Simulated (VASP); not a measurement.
# BN (F-43m) in VASP: single point with PBE

Aim: the single point of BN with PBE.

All numbers are computed with VASP 6.6.1; they aren't measurements. Logs are shortened: lines on timing, memory, paths and dates and some standing lists are left out, and cuts for length are marked.

## 1. The undisturbed crystal

The structure is cubic, space group F-43m (No. 216). Conventional cell: a = 3.615 Å, b = 3.615 Å, c = 3.615 Å, α = 90.00°, β = 90.00°, γ = 90.00°. B (site symmetry -43m) has 4 N at 1.57 Å as nearest neighbours. N (site symmetry -43m) has 4 B at 1.57 Å as nearest neighbours.

## 2. Single point, PBE (a relaxed cell with its volume scaled by 1.09)

File INCAR:

```
PREC = Accurate
ENCUT = 520
EDIFF = 1E-7
ISMEAR = 0
SIGMA = 0.02
LREAL = False
LASPH = True
NELM = 80
ALGO = Fast
ISIF = 2
LWAVE = False
LCHARG = False
GGA = PE
```

File KPOINTS:

```
Automatic mesh
0
Gamma
  4 4 4
```

File POSCAR:

```
BN                                      
1.0
    0.0000000000      1.8666572449      1.8666572449
    1.8666572449      0.0000000000      1.8666572449
    1.8666572449      1.8666572449      0.0000000000
  B               N             
     1     1
Direct
     0.0000000000000000    0.0000000000000000    0.0000000000000000
     0.2500000000000000    0.2500000000000000    0.2500000000000000
```

Potentials or basis: VASP PAW PBE potentials, release 64 (B, N).

Started as:

```bash
$ cat potpaw_PBE.64/B/POTCAR potpaw_PBE.64/N/POTCAR > POTCAR
$ mpirun -np 1 vasp_std > vasp.out
```

OUTCAR:

```text
PREC = Accurate
   ENCUT = 520
   EDIFF = 1E-7
   ISMEAR = 0
   LREAL = False
   LASPH = True
   NELM = 80
   ISIF = 2
   GGA = PE

 ion  position               nearest neighbor table
   1  0.000  0.000  0.000-   2 1.62   2 1.62   2 1.62   2 1.62
   2  0.250  0.250  0.250-   1 1.62   1 1.62   1 1.62   1 1.62

  LATTYP: Found a face centered cubic cell.
 ALAT       =     3.7333144898

  Lattice vectors:

 A1 = (   0.0000000000,   1.8666572449,   1.8666572449)
 A2 = (   1.8666572449,   0.0000000000,   1.8666572449)
 A3 = (   1.8666572449,   1.8666572449,   0.0000000000)

Analysis of symmetry for initial positions (statically):
=====================================================================
 Subroutine PRICEL returns:
 Original cell was already a primitive cell.

 Routine SETGRP: Setting up the symmetry group for a
 face centered cubic supercell.

 Subroutine GETGRP returns: Found 24 space group operations
 (whereof 24 operations were pure point group operations)
 out of a pool of 48 trial point group operations.

The static configuration has the point symmetry T_d .

Analysis of symmetry for dynamics (positions and initial velocities):
=====================================================================
 Subroutine PRICEL returns:
 Original cell was already a primitive cell.

 Routine SETGRP: Setting up the symmetry group for a
 face centered cubic supercell.

 Subroutine GETGRP returns: Found 24 space group operations
 (whereof 24 operations were pure point group operations)
 out of a pool of 48 trial point group operations.

The dynamic configuration has the point symmetry T_d .

 Subroutine INISYM returns: Found 24 space group operations
 (whereof 24 operations are pure point group operations),
 and found     1 'primitive' translations

----------------------------------------------------------------------------------------

                                     Primitive cell

  volume of cell :      13.0084

  direct lattice vectors                    reciprocal lattice vectors
     0.000000000  1.866657245  1.866657245    -0.267858495  0.267858495  0.267858495
     1.866657245  0.000000000  1.866657245     0.267858495 -0.267858495  0.267858495
     1.866657245  1.866657245  0.000000000     0.267858495  0.267858495 -0.267858495

  length of vectors
     2.639851992  2.639851992  2.639851992     0.463944522  0.463944522  0.463944522

  position of ions in fractional coordinates (direct lattice)
     0.000000000  0.000000000  0.000000000
     0.250000000  0.250000000  0.250000000

  ion indices of the primitive-cell ions
   primitive index   ion index
                 1           1
                 2           2

----------------------------------------------------------------------------------------

 KPOINTS: Automatic mesh

Automatic generation of k-mesh.
 Grid dimensions read from file:
 generate k-points for:    4    4    4

 Generating k-lattice:

  Cartesian coordinates                     Fractional coordinates (reciprocal lattice)
    -0.066964624  0.066964624  0.066964624     0.250000000  0.000000000  0.000000000
     0.066964624 -0.066964624  0.066964624     0.000000000  0.250000000  0.000000000
     0.066964624  0.066964624 -0.066964624     0.000000000  0.000000000  0.250000000

  Length of vectors
     0.115986131  0.115986131  0.115986131

  Shift w.r.t. Gamma in fractional coordinates (k-lattice)
     0.000000000  0.000000000  0.000000000

 Subroutine IBZKPT returns following result:
 ===========================================

 Found      8 irreducible k-points:

 Following reciprocal coordinates:
            Coordinates               Weight
  0.000000  0.000000  0.000000      1.000000
  0.250000  0.000000  0.000000      8.000000
  0.500000  0.000000  0.000000      4.000000
  0.250000  0.250000  0.000000      6.000000
  0.500000  0.250000  0.000000     24.000000
 -0.250000  0.250000  0.000000     12.000000
  0.500000  0.500000  0.000000      3.000000
 -0.250000  0.500000  0.250000      6.000000
   k-points           NKPTS =      8   k-points in BZ     NKDIM =      8   number of bands    NBANDS=      8
   number of dos      NEDOS =    301   number of ions     NIONS =      2
   total plane-waves  NPLWV =   8000
   dimension x,y,z NGX =    20 NGY =   20 NGZ =   20
   dimension x,y,z NGXF=    40 NGYF=   40 NGZF=   40
   ions per type =               1   1
   NGX,Y,Z   is equivalent  to a cutoff of  12.60, 12.60, 12.60 a.u.
   NGXF,Y,Z  is equivalent  to a cutoff of  25.19, 25.19, 25.19 a.u.
 SYSTEM =  unknown system
   PREC   = accura    normal or accurate (medium, high low for compatibility)
   ISTART =      0    job   : 0-new  1-cont  2-samecut
   ICHARG =      2    charge: 1-file 2-atom 10-const
   ISPIN  =      1    spin polarized calculation?
   LNONCOLLINEAR =      F non collinear calculations
   LSORBIT =      F    spin-orbit coupling
   LASPH  =      T    aspherical Exc in radial PAW
   ENCUT  =  520.0 eV  38.22 Ry    6.18 a.u.   4.91  4.91  4.91*2*pi/ulx,y,z
   NELM   =     80;   NELMIN=  2; NELMDL= -5     # of ELM steps
   EDIFF  = 0.1E-06   stopping-criterion for ELM
   LREAL  =      F    real-space projection
   EDIFFG = 0.1E-05   stopping-criterion for IOM
   NSW    =      0    number of steps for IOM
   IBRION =     -1    ionic relax: 0-MD 1-quasi-New 2-CG
   NFREE  =      0    steps in history (QN), initial steepest desc. (CG)
   ISIF   =      2    stress and relaxation
   ISYM   =      2    0-nonsym 1-usesym 2-fastsym
   POTIM  = 0.5000    time-step for ionic-motion
   TEBEG  =    0.0;   TEEND  =   0.0 temperature during run
   PSTRESS=    0.0 pullay stress
   NELECT =       8.0000    total number of electrons
   NUPDOWN=      -1.0000    fix difference up-down
   EMIN   =  10.00;   EMAX   =-10.00  energy-range for DOS
   EFERMI =   0.00;   METHOD = LEGACY
   ISMEAR =     0;   SIGMA  =   0.02  broadening in eV -4-tet -1-fermi 0-gaus
   EFERMI_NEDOS =   21; number of points for ismear=-14 and -15
   IALGO  =     68    algorithm
   IMIX   =      4    mixing-type and parameters
     AMIX     =   0.40;   BMIX     =  1.00
     AMIX_MAG =   1.60;   BMIX_MAG =  1.00
  volume/ion in A,a.u.               =       6.50        43.89
  Fermi-wavevector in a.u.,A,eV,Ry     =   1.392185  2.630848 26.370523  1.938179
  Thomas-Fermi vector in A             =   2.515952
   LORBIT       =      0    0 simple, 1 ext, 2 COOP (PROOUT), +10 PAW based schemes
   GGA     = PE    functional components
   LHFCALC =     F    Hartree Fock is set to
   AEXX    =    0.0000 exact exchange contribution
   IVDW    =     0    specifies the selected vdW correction
   LEPSILON=     F    determine dielectric tensor
   LRPA    =     F    only Hartree local field effects (RPA)
 non-spin polarized calculation
 RMM-DIIS sequential band-by-band and
 Gauss-broadening in eV      SIGMA  =   0.02
  energy-cutoff  :      520.00
  volume of cell :       13.01
 maximum number of plane-waves:       360
   NGX =  9   NGY =  9   NGZ =  9

 number of electron       8.0000003 magnetization

 Free energy of the ion-electron system (eV)
  ---------------------------------------------------
  ext. energy  EPLUGINS =         0.00000000
  ---------------------------------------------------
  free energy    TOTEN  =       -17.28037296 eV

  energy without entropy =      -17.28037296  energy(sigma->0) =      -17.28037296

 E-fermi :   6.4055     XC(G=0): -12.3413

 val. band max:        6.2933531507   @ k =   0.0000   0.0000   0.0000
 cond. band min:      10.6203582992   @ k =   0.5000   0.5000   0.0000
 fundamental gap:      4.3270051485
 Fermi energy:         6.4055193975

 k-point     1 :       0.0000    0.0000    0.0000
  band No.  band energies     occupation
      1     -12.8937      2.00000
      2       6.2934      2.00000
      3       6.2934      2.00000
      4       6.2934      2.00000
      5      14.6275      0.00000
      6      14.6275      0.00000
      7      14.6275      0.00000
      8      15.1087      0.00000

 k-point     2 :       0.2500    0.0000    0.0000
  band No.  band energies     occupation
      1     -11.5355      2.00000
      2       1.1682      2.00000
      3       5.2685      2.00000
      4       5.2685      2.00000
      5      14.9125      0.00000
      6      16.0224      0.00000
      7      16.0224      0.00000
      8      18.6282      0.00000

 k-point     3 :       0.5000    0.0000    0.0000
  band No.  band energies     occupation
      1      -9.1169      2.00000
      2      -3.5624      2.00000
      3       4.5222      2.00000
      4       4.5222      2.00000
      5      15.1955      0.00000
      6      16.4392      0.00000
      7      16.4392      0.00000
      8      20.5537      0.00000

 k-point     4 :       0.2500    0.2500    0.0000
  band No.  band energies     occupation
      1     -11.0895      2.00000
      2       2.4261      2.00000
      3       3.5692      2.00000
      4       3.5692      2.00000
      5      12.6904      0.00000
      6      16.8708      0.00000
      7      18.7807      0.00000
      8      18.7807      0.00000

 k-point     5 :       0.5000    0.2500    0.0000
  band No.  band energies     occupation
      1      -8.6915      2.00000
      2      -1.8257      2.00000
      3       1.5251      2.00000
      4       2.9742      2.00000
      5      13.4512      0.00000
      6      18.3921      0.00000
      7      19.6758      0.00000
      8      19.7527      0.00000

 k-point     6 :      -0.2500    0.2500    0.0000
  band No.  band energies     occupation
      1      -9.5687      2.00000
      2      -0.7794      2.00000
      3       1.1426      2.00000
      4       4.3894      2.00000
      5      15.4298      0.00000
      6      17.6734      0.00000
      7      18.0799      0.00000
      8      19.4836      0.00000

 k-point     7 :       0.5000    0.5000    0.0000
  band No.  band energies     occupation
      1      -7.8772      2.00000
      2      -2.0367      2.00000
      3       1.8344      2.00000
      4       1.8344      2.00000
      5      10.6204      0.00000
      6      14.9469      0.00000
      7      22.7630      0.00000
      8      22.7630      0.00000

 k-point     8 :      -0.2500    0.5000    0.2500
  band No.  band energies     occupation
      1      -7.6324      2.00000
      2      -0.9050      2.00000
      3       0.0098      2.00000
      4       0.4185      2.00000
      5      15.4646      0.00000
      6      18.4444      0.00000
      7      19.4843      0.00000
      8      20.1662      0.00000

------------------------ aborting loop because EDIFF is reached ----------------------------------------

  FORCE on cell =-STRESS in cart. coord.  units (eV):
  Direction    XX          YY          ZZ          XY          YZ          ZX
  --------------------------------------------------------------------------------------
  -------------------------------------------------------------------------------------
  Total       -2.2248475     -2.2248475     -2.2248475      0.0000000      0.0000000      0.0000000
  in kB     -274.0230476   -274.0230476   -274.0230476      0.0000000      0.0000000      0.0000000
  external PRESSURE =    -274.0230476 kB  Pullay stress =       0.0000000 kB

 VOLUME and BASIS-vectors are now :
 -----------------------------------------------------------------------------
  energy-cutoff  :      520.00
  volume of cell :       13.01
      direct lattice vectors                 reciprocal lattice vectors
     0.000000000  1.866657245  1.866657245    -0.267858495  0.267858495  0.267858495
     1.866657245  0.000000000  1.866657245     0.267858495 -0.267858495  0.267858495
     1.866657245  1.866657245  0.000000000     0.267858495  0.267858495 -0.267858495

 POSITION                                       TOTAL-FORCE (eV/Angst)
 -----------------------------------------------------------------------------------
      0.00000      0.00000      0.00000        -0.000000     -0.000000     -0.000000
      0.93333      0.93333      0.93333         0.000000      0.000000      0.000000
 -----------------------------------------------------------------------------------
    total drift:                               -0.000000     -0.000000      0.000000

  FREE ENERGIE OF THE ION-ELECTRON SYSTEM (eV)
  ---------------------------------------------------
  free  energy   TOTEN  =       -17.2803729590 eV

  energy  without entropy=      -17.2803729590  energy(sigma->0) =      -17.28037296
```

Wall time 1.3 s (1 thread of Intel Xeon 6975P-C (Granite Rapids), shared host); peak memory 0.11 GiB.

Results:

* Free energy: -17.2804 eV
* Pressure: -27.4 GPa
* Band gap on the k mesh: 4.33 eV, indirect (least direct gap 8.33 eV)

Caveat: the k mesh is coarse (spacing up to 0.73 Å⁻¹), so the values aren't converged; so large a pressure means that the cell lies far from this level's equilibrium, or that cutoff or potentials fall short. A k mesh can miss the band edges.
